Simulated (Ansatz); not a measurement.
Computed energy against volume: LaAlO3 (R-3c-perovskite type, space group R-3c)

LaAlO3 (R-3c-perovskite type, space group R-3c)

```cif
data_Al2La2O6
_chemical_formula_sum 'La2 Al2 O6'
_space_group_name_H-M_alt 'P 1'
_space_group_IT_number 1
_cell_length_a 5.39472
_cell_length_b 5.39472
_cell_length_c 5.39472
_cell_angle_alpha 60.218
_cell_angle_beta 60.218
_cell_angle_gamma 60.218
loop_
_space_group_symop_operation_xyz
  'x, y, z'
loop_
_atom_site_label
_atom_site_type_symbol
_atom_site_fract_x
_atom_site_fract_y
_atom_site_fract_z
_atom_site_occupancy
La1 La 0.25000 0.25000 0.25000 1
La2 La 0.75000 0.75000 0.75000 1
Al1 Al 0.00000 0.00000 0.00000 1
Al2 Al 0.50000 0.50000 0.50000 1
O1 O 0.78870 0.71130 0.25000 1
O2 O 0.25000 0.78870 0.71130 1
O3 O 0.71130 0.25000 0.78870 1
O4 O 0.21130 0.28870 0.75000 1
O5 O 0.75000 0.21130 0.28870 1
O6 O 0.28870 0.75000 0.21130 1
```

The volume is varied about the relaxed value V₀ at fixed cell shape. The atoms relax within the cell's symmetry.

Method: PBE (plane waves to 420 eV, PAW, scalar-relativistic; Ansatz, a program for electronic structure). k mesh 8×8×8 (Γ-centred), Fermi-Dirac smearing 0.05 eV. The energy includes the smearing's −TS. Stress and pressure are positive under compression. With the shape held, the modulus is that of even scaling; a crystal free to change shape is softer. LaAlO3 is run without spin polarisation. LaAlO3 was relaxed with its symmetry unable to fall. The PAW data are Ansatz's earlier set. ΔE is measured from the relaxed starting cell.

```
V (Å³/atom)  ΔE (meV/atom)  P (GPa)
-----------  -------------  -------
9.371                218.0     45.8
9.669                143.2     35.0
9.966                 86.9     25.9
10.264                46.4     18.0
10.561                19.6     11.1
10.859                 4.7      5.2
11.156                 0.0      0.0
11.454                 4.2     -4.4
11.751                16.2     -8.3
12.049                34.9    -11.7
12.346                59.4    -14.6
12.644                88.9    -17.2
12.941               122.8    -19.3
```

What the scan shows:

```yaml
pressure_at_the_smallest_volume: 45.8 GPa
energy_cost_of_the_largest_compression: 218.0 meV/atom
energy_cost_of_the_largest_expansion: 122.8 meV/atom
Bulk modulus at fixed cell shape B₀ (third-order Birch-Murnaghan fit): 179 GPa
Pressure derivative B₀′ (fit): 4.3
equilibrium_volume_of_the_fit: 11.16 Å³/atom
Pressure for 5 % compression (fit): 10.3 GPa
```

(Under strain, the slope of the energy per volume gives the stress and its curvature an elastic modulus.)
